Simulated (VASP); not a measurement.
# Zr (Im-3m) in VASP: notebook

Aim: see how the results for Zr move with the level of theory and the settings. Levels: r2SCAN, r2SCAN+rVV10. Tasks: relaxation of cell and atoms.

All numbers are computed with VASP 6.6.1; they aren't measurements. Logs are shortened: lines on timing, memory, paths and dates and some standing lists are left out, and cuts for length are marked.

### Step 1. The structure

It takes space group Im-3m (No. 229, cubic). Conventional cell: a = 3.582 Å, b = 3.582 Å, c = 3.582 Å, α = 90.00°, β = 90.00°, γ = 90.00°. Zr (site symmetry m-3m) is surrounded by 8 Zr at 3.10 Å.

This isn't the form of Zr at room conditions, which is hcp.

### Step 2. Relaxation of cell and atoms, r2SCAN

INCAR reads:

```
ALGO     = Normal         # electronic algorithm
EDIFF    = 1E-7           # SCF threshold, eV
EDIFFG   = -0.005         # ionic threshold
ENCUT    = 600            # plane-wave cutoff, eV
IBRION   = 2              # ionic algorithm
ISIF     = 3              # what is computed and relaxed
ISMEAR   = 0              # smearing method
LASPH    = T              # aspherical terms in the spheres
LCHARG   = F              # write CHGCAR
LMIXTAU  = T            
LREAL    = F              # projectors in reciprocal space
LWAVE    = F              # write WAVECAR
METAGGA  = R2SCAN         # meta-GGA
NELM     = 80             # most SCF steps
NSW      = 90             # ionic steps
PREC     = Accurate       # precision mode
SIGMA    = 0.1            # smearing width, eV
```

KPOINTS reads:

```
k-points
0
Gamma
  16 16 16
```

POSCAR reads:

```
Zr
1.0
   -1.7908472700      1.7908472700      1.7908472700
    1.7908472700     -1.7908472700      1.7908472700
    1.7908472700      1.7908472700     -1.7908472700
Zr
1
Direct
    0.0000000000      0.0000000000      0.0000000000
```

Potentials or basis: VASP PAW PBE potentials, release 64 (Zr_sv).

On the command line:

```bash
> cat potpaw_PBE.64/Zr_sv/POTCAR > POTCAR
> mpirun -np 1 vasp_std > vasp.out
```

OUTCAR:

```text
EDIFF = 1E-7
   EDIFFG = -0.005
   ENCUT = 600
   IBRION = 2
   ISIF = 3
   ISMEAR = 0
   LASPH = T
   LREAL = F
   METAGGA = R2SCAN
   NELM = 80
   NSW = 90
   PREC = Accurate

 ion  position               nearest neighbor table
   1  0.000  0.000  0.000-

  LATTYP: Found a body centered cubic cell.
 ALAT       =     3.5816945400

  Lattice vectors:

 A1 = (  -1.7908472700,   1.7908472700,   1.7908472700)
 A2 = (   1.7908472700,  -1.7908472700,   1.7908472700)
 A3 = (   1.7908472700,   1.7908472700,  -1.7908472700)

Analysis of symmetry for initial positions (statically):
=====================================================================
 Subroutine PRICEL returns:
 Original cell was already a primitive cell.

 Routine SETGRP: Setting up the symmetry group for a
 body centered cubic supercell.

 Subroutine GETGRP returns: Found 48 space group operations
 (whereof 48 operations were pure point group operations)
 out of a pool of 48 trial point group operations.

The static configuration has the point symmetry O_h .

Analysis of symmetry for dynamics (positions and initial velocities):
=====================================================================
 Subroutine PRICEL returns:
 Original cell was already a primitive cell.

 Routine SETGRP: Setting up the symmetry group for a
 body centered cubic supercell.

 Subroutine GETGRP returns: Found 48 space group operations
 (whereof 48 operations were pure point group operations)
 out of a pool of 48 trial point group operations.

The dynamic configuration has the point symmetry O_h .

 Subroutine INISYM returns: Found 48 space group operations
 (whereof 48 operations are pure point group operations),
 and found     1 'primitive' translations

----------------------------------------------------------------------------------------

                                     Primitive cell

  volume of cell :      22.9739

  direct lattice vectors                    reciprocal lattice vectors
    -1.790847270  1.790847270  1.790847270     0.000000000  0.279197455  0.279197455
     1.790847270 -1.790847270  1.790847270     0.279197455  0.000000000  0.279197455
     1.790847270  1.790847270 -1.790847270     0.279197455  0.279197455  0.000000000

  length of vectors
     3.101838460  3.101838460  3.101838460     0.394844827  0.394844827  0.394844827

  position of ions in fractional coordinates (direct lattice)
     0.000000000  0.000000000  0.000000000

  ion indices of the primitive-cell ions
   primitive index   ion index
                 1           1

----------------------------------------------------------------------------------------

 KPOINTS: k-points

Automatic generation of k-mesh.
 Grid dimensions read from file:
 generate k-points for:   16   16   16

 Generating k-lattice:

  Cartesian coordinates                     Fractional coordinates (reciprocal lattice)
     0.000000000  0.017449841  0.017449841     0.062500000  0.000000000  0.000000000
     0.017449841  0.000000000  0.017449841     0.000000000  0.062500000  0.000000000
     0.017449841  0.017449841  0.000000000     0.000000000  0.000000000  0.062500000

  Length of vectors
     0.024677802  0.024677802  0.024677802

  Shift w.r.t. Gamma in fractional coordinates (k-lattice)
     0.000000000  0.000000000  0.000000000

 Subroutine IBZKPT returns following result:
 ===========================================

 Found    145 irreducible k-points:

 Following reciprocal coordinates:
            Coordinates               Weight
  0.000000  0.000000  0.000000      1.000000
  0.062500  0.000000  0.000000     12.000000
  0.125000  0.000000  0.000000     12.000000
  0.187500  0.000000  0.000000     12.000000
  0.250000  0.000000  0.000000     12.000000
  0.312500  0.000000  0.000000     12.000000
[... 16 lines left out ...]
  0.187500  0.187500  0.000000     24.000000
  0.250000  0.187500 -0.000000     48.000000
 [... further k-points ...]
   k-points           NKPTS =    145   k-points in BZ     NKDIM =    145   number of bands    NBANDS=     10
   number of dos      NEDOS =    301   number of ions     NIONS =      1
   total plane-waves  NPLWV =  21952
   dimension x,y,z NGX =    28 NGY =   28 NGZ =   28
   dimension x,y,z NGXF=    56 NGYF=   56 NGZF=   56
   ions per type =               1
   NGX,Y,Z   is equivalent  to a cutoff of  15.01, 15.01, 15.01 a.u.
   NGXF,Y,Z  is equivalent  to a cutoff of  30.01, 30.01, 30.01 a.u.
 SYSTEM =  unknown system
   PREC   = accura    normal or accurate (medium, high low for compatibility)
   ISTART =      0    job   : 0-new  1-cont  2-samecut
   ICHARG =      2    charge: 1-file 2-atom 10-const
   ISPIN  =      1    spin polarized calculation?
   LNONCOLLINEAR =      F non collinear calculations
   LSORBIT =      F    spin-orbit coupling
   LASPH  =      T    aspherical Exc in radial PAW
   ENCUT  =  600.0 eV  44.10 Ry    6.64 a.u.   6.20  6.20  6.20*2*pi/ulx,y,z
   NELM   =     80;   NELMIN=  2; NELMDL= -5     # of ELM steps
   EDIFF  = 0.1E-06   stopping-criterion for ELM
   LREAL  =      F    real-space projection
   EDIFFG = -.5E-02   stopping-criterion for IOM
   NSW    =     90    number of steps for IOM
   IBRION =      2    ionic relax: 0-MD 1-quasi-New 2-CG
   NFREE  =      1    steps in history (QN), initial steepest desc. (CG)
   ISIF   =      3    stress and relaxation
   ISYM   =      2    0-nonsym 1-usesym 2-fastsym
   POTIM  = 0.5000    time-step for ionic-motion
   TEBEG  =    0.0;   TEEND  =   0.0 temperature during run
   PSTRESS=    0.0 pullay stress
   NELECT =      12.0000    total number of electrons
   NUPDOWN=      -1.0000    fix difference up-down
   EMIN   =  10.00;   EMAX   =-10.00  energy-range for DOS
   EFERMI =   0.00;   METHOD = LEGACY
   ISMEAR =     0;   SIGMA  =   0.10  broadening in eV -4-tet -1-fermi 0-gaus
   EFERMI_NEDOS =   21; number of points for ismear=-14 and -15
   IALGO  =     38    algorithm
   IMIX   =      4    mixing-type and parameters
     AMIX     =   0.40;   BMIX     =  1.00
     AMIX_MAG =   1.60;   BMIX_MAG =  1.00
  volume/ion in A,a.u.               =      22.97       155.04
  Fermi-wavevector in a.u.,A,eV,Ry     =   1.318429  2.491469 23.650390  1.738255
  Thomas-Fermi vector in A             =   2.448399
   LORBIT       =      0    0 simple, 1 ext, 2 COOP (PROOUT), +10 PAW based schemes
   METAGGA = R2SCAN    functional components
   LHFCALC =     F    Hartree Fock is set to
   AEXX    =    0.0000 exact exchange contribution
   IVDW    =     0    specifies the selected vdW correction
   LEPSILON=     F    determine dielectric tensor
   LRPA    =     F    only Hartree local field effects (RPA)
 conjugate gradient relaxation of ions
 non-spin polarized calculation
 Gauss-broadening in eV      SIGMA  =   0.10
  energy-cutoff  :      600.00
  volume of cell :       22.97
 maximum number of plane-waves:       784
 NGX is ok and might be reduce to    28

 number of electron      12.0000000 magnetization

 Free energy of the ion-electron system (eV)
  ---------------------------------------------------
  ext. energy  EPLUGINS =         0.00000000
  ---------------------------------------------------
  free energy    TOTEN  =       -22.63383845 eV

  energy without entropy =      -22.62508446  energy(sigma->0) =      -22.62946146

 E-fermi :   8.8837     XC(G=0): -12.0312

 val. band max:        8.8703239156   @ k =   0.3750   0.2500   0.0000
 cond. band min:       8.8843789801   @ k =  -0.3125   0.3125   0.0625
 fundamental gap:      0.0140550644
 Fermi energy:         8.8836756689

 k-point     1 :       0.0000    0.0000    0.0000
  band No.  band energies     occupation
      1     -41.2931      2.00000
      2     -18.0729      2.00000
      3     -18.0729      2.00000
      4     -18.0729      2.00000
      5       3.1481      2.00000
      6      10.2030      0.00000
      7      10.2030      0.00000
      8      10.2030      0.00000
      9      12.7622      0.00000
     10      12.7622      0.00000

 k-point     2 :       0.0625    0.0000    0.0000
  band No.  band energies     occupation
      1     -41.2867      2.00000
      2     -18.1162      2.00000
      3     -18.0857      2.00000
      4     -18.0732      2.00000
      5       3.2900      2.00000
      6      10.1045      0.00000
      7      10.1673      0.00000
      8      10.3377      0.00000
      9      12.6078      0.00000
     10      12.7596      0.00000

 k-point     3 :       0.1250    0.0000    0.0000
  band No.  band energies     occupation
      1     -41.2683      2.00000
      2     -18.2380      2.00000
      3     -18.1222      2.00000
      4     -18.0743      2.00000
      5       3.6967      2.00000
      6       9.8396      0.00000
      7      10.0143      0.00000
      8      10.7363      0.00000
      9      12.3224      0.00000
     10      12.7633      0.00000

 k-point     4 :       0.1875    0.0000    0.0000
  band No.  band energies     occupation
      1     -41.2406      2.00000
      2     -18.4163      2.00000
      3     -18.1763      2.00000
      4     -18.0759      2.00000
      5       4.3074      2.00000
      6       9.4794      0.00000
      7       9.6964      0.00000
      8      11.3807      0.00000
      9      12.2003      0.00000
     10      12.7990      0.00000

 k-point     5 :       0.2500    0.0000    0.0000
  band No.  band energies     occupation
      1     -41.2077      2.00000
      2     -18.6209      2.00000
      3     -18.2394      2.00000
      4     -18.0779      2.00000
      5       5.0027      2.00000
      6       9.0979      0.00245
      7       9.3559      0.00000
      8      12.2379      0.00000
      9      12.3068      0.00000
     10      12.8907      0.00000

 k-point     6 :       0.3125    0.0000    0.0000
  band No.  band energies     occupation
      1     -41.1746      2.00000
      2     -18.8199      2.00000
      3     -18.3016      2.00000
      4     -18.0800      2.00000
      5       5.5843      2.00000
      6       8.7531      1.93520
      7       9.2705      0.00000
      8      12.5267      0.00000
      9      13.0445      0.00000
     10      13.2501      0.00000
[... 183 lines left out ...]
 k-point    21 :       0.3750    0.1250    0.0000
  band No.  band energies     occupation
      1     -41.1208      2.00000
      2     -19.0480      2.00000
      3     -18.4395      2.00000
      4     -18.1369      2.00000
      5       6.3255      2.00000
      6       8.3420      2.00000
      7       9.6046      0.00000
      8      12.6038      0.00000
      9      13.6046      0.00000
     10      15.7505      0.00000

 k-point    22 :       0.4375    0.1250   -0.0000
  band No.  band energies     occupation
      1     -41.1146      2.00000
      2     -19.0781      2.00000
      3     -18.4555      2.00000
      4     -18.1378      2.00000
      5       6.3193      2.00000
      6       8.2993      2.00000
      7       9.8203      0.00000
      8      12.6231      0.00000
      9      13.6961      0.00000
     10      16.1259      0.00000

 k-point    23 :       0.1875    0.1875    0.0000
  band No.  band energies     occupation
      1     -41.1670      2.00000
      2     -18.7962      2.00000
      3     -18.3230      2.00000
      4     -18.1494      2.00000
      5       6.0028      2.00000
      6       8.5866      1.99997
      7       8.9679      0.23351
      8      12.0290      0.00000
      9      13.3985      0.00000
     10      13.7740      0.00000

 k-point    24 :       0.2500    0.1875   -0.0000
  band No.  band energies     occupation
      1     -41.1409      2.00000
      2     -18.9015      2.00000
      3     -18.4104      2.00000
      4     -18.1634      2.00000
      5       6.5281      2.00000
      6       8.3496      2.00000
      7       8.9254      0.55554
      8      12.2359      0.00000
      9      13.4914      0.00000
     10      14.8858      0.00000

 [... further k-points ...]
[... 5 lines left out ...]
  --------------------------------------------------------------------------------------
  -------------------------------------------------------------------------------------
  Total        0.0023480      0.0023480      0.0023480     -0.0000000     -0.0000000      0.0000000
  in kB        0.1637441      0.1637441      0.1637441     -0.0000000     -0.0000000      0.0000000
  external PRESSURE =       0.1637441 kB  Pullay stress =       0.0000000 kB

 VOLUME and BASIS-vectors are now :
 -----------------------------------------------------------------------------
  energy-cutoff  :      600.00
  volume of cell :       22.97
      direct lattice vectors                 reciprocal lattice vectors
    -1.790847270  1.790847270  1.790847270     0.000000000  0.279197455  0.279197455
     1.790847270 -1.790847270  1.790847270     0.279197455  0.000000000  0.279197455
     1.790847270  1.790847270 -1.790847270     0.279197455  0.279197455  0.000000000

 POSITION                                       TOTAL-FORCE (eV/Angst)
 -----------------------------------------------------------------------------------
      0.00000      0.00000      0.00000        -0.000000     -0.000000      0.000000
 -----------------------------------------------------------------------------------
    total drift:                                0.000000     -0.000000     -0.000000

  FREE ENERGIE OF THE ION-ELECTRON SYSTEM (eV)
  ---------------------------------------------------
  free  energy   TOTEN  =       -22.6338384498 eV

  energy  without entropy=      -22.6250844634  energy(sigma->0) =      -22.62946146

 reached required accuracy - stopping structural energy minimisation
```

Wall time 2.3 min (1 thread of Intel Xeon 6975P-C (Granite Rapids), shared host); peak memory 0.2 GiB.

What came out:

- Free energy: -22.6338 eV
- Pressure after relaxing: 0.0 GPa
- Band gap on the k mesh: none (metal or under the smearing width)

Final structure:
```
CELL_PARAMETERS angstrom
-1.79085 1.79085 1.79085
1.79085 -1.79085 1.79085
1.79085 1.79085 -1.79085
ATOMIC_POSITIONS crystal
Zr 0.00000 0.00000 0.00000
```

Caveat: the relaxation stopped at its first step, so nothing moved; the PAW data sets were made with another functional, which shifts forces and pressure a little.

### Step 3. Relaxation of cell and atoms, r2SCAN+rVV10

INCAR: that of step 2 with these lines changed.

```diff
@@ -1,2 +1,4 @@
 ALGO     = Normal         # electronic algorithm
+BPARAM   = 11.95        
+CPARAM   = 0.0093       
 EDIFF    = 1E-7           # SCF threshold, eV
@@ -7,2 +9,3 @@
 ISMEAR   = 0              # smearing method
+IVDW_NL  = 2            
 LASPH    = T              # aspherical terms in the spheres
@@ -11,2 +14,3 @@
 LREAL    = F              # projectors in reciprocal space
+LUSE_VDW = T            
 LWAVE    = F              # write WAVECAR
```

KPOINTS is that of step 2.

POSCAR is that of step 2.

Potentials or basis: VASP PAW PBE potentials, release 64 (Zr_sv).

On the command line:

```bash
> cat potpaw_PBE.64/Zr_sv/POTCAR > POTCAR
> mpirun -np 1 vasp_std > vasp.out
```

Run time: 5.6 min. Hardware: 1 thread of Intel Xeon 6975P-C (Granite Rapids), shared host; peak memory 0.3 GiB.

It converged, with:

```
Free energy                            : -22.4201 eV
Relaxed volume                         : 22.77 Å³/atom
Relaxed cell                           : a = 3.093 Å, b = 3.093 Å, c = 3.093 Å, α = 109.47°, β = 109.47°, γ = 109.47°
Space group after relaxing (to 0.05 Å) : Im-3m (No. 229)
Energy gained by relaxing              : 0.5 meV/atom
Ionic steps                            : 3
Pressure after relaxing                : 0.0 GPa
Band gap on the k mesh                 : none (metal or under the smearing width)
```

Step by step:
```csv
step,energy change (eV),largest force (eV/Å),pressure (GPa),volume (Å³)
1,0.0000,0.0000,-0.79,22.97
2,-0.0001,0.0000,0.70,22.60
3,-0.0005,0.0000,0.00,22.77
```

Final structure:
```cif
data_structure
_symmetry_space_group_name_H-M 'P 1'
_symmetry_Int_Tables_number 1
_cell_length_a 3.0928
_cell_length_b 3.0928
_cell_length_c 3.0928
_cell_angle_alpha 109.471
_cell_angle_beta 109.471
_cell_angle_gamma 109.471
_cell_volume 22.77
loop_
_atom_site_label
_atom_site_type_symbol
_atom_site_fract_x
_atom_site_fract_y
_atom_site_fract_z
_atom_site_occupancy
Zr1 Zr 0.00000 0.00000 0.00000 1
```

Levels at points of the mesh, in eV from the Fermi level:
```
           k point  band 2  band 3  band 4  band 5  band 6  band 7  band 8  band 9  band 10
(0.00, 0.00, 0.00)  -26.90  -26.90  -26.90   -5.76    1.33    1.33    1.33    3.92     3.92
(0.50, 0.00, 0.00)  -27.99  -27.24  -26.91   -2.99   -0.64    1.58    3.96    4.65     6.79
(0.50, 0.50, 0.50)  -27.64  -27.64  -27.64   -2.81   -2.81    6.07    6.07    6.07     7.96
```

Caveat: the PAW data sets were made with another functional, which shifts forces and pressure a little.
